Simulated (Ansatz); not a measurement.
**HfO2: strain energy, fitted**

HfO2, P4_2/mnm, a = 4.880 Å, c = 3.238 Å. This isn't the usual stable structure of the compound. Ansatz: PBE, PAW, 420 eV, Γ-centred 6×6×8 mesh on 6 atoms, Gaussian smearing 0.02 eV; no spin polarisation. Series: biaxial strain in the a-b plane, c and atoms relaxed; x is the strain in per cent. y is the free energy over the unstrained cell, V0 = 12.853 Å³/atom.

```tsv
x (%)	y (meV/atom)
-6.0	?
-4.0	48.09
-2.0	11.78
0.0	0.00
2.0	10.87
4.0	41.82
6.0	89.45
```

Fit y = c2 x² + c3 x³ to the other rows, turn c2 into a modulus, and predict the missing energy.

Least squares on the rows shown. y = 2.8026 x² − 0.052391 x³. In eV per unit strain² c2 is 28.03; M is the biaxial modulus (E = M V0 ε²): 28.03 × 160.2 / (12.853) = 349 GPa. At x = -6.0 the fit asked for gives 112.21 meV/atom. The run gave 110.49 meV/atom, so the fit is 1.72 meV/atom too high, 1.6 % of the span of the series, against an rms of 0.18 meV/atom on the fitted rows. The row lies outside the fitted range. With a term in x⁴ added, a fit to the same known rows predicts 110.65 meV/atom, so most of the miss is curvature that the known rows already hold.

Spin–orbit coupling is left out, which can shift energies with elements as heavy as these.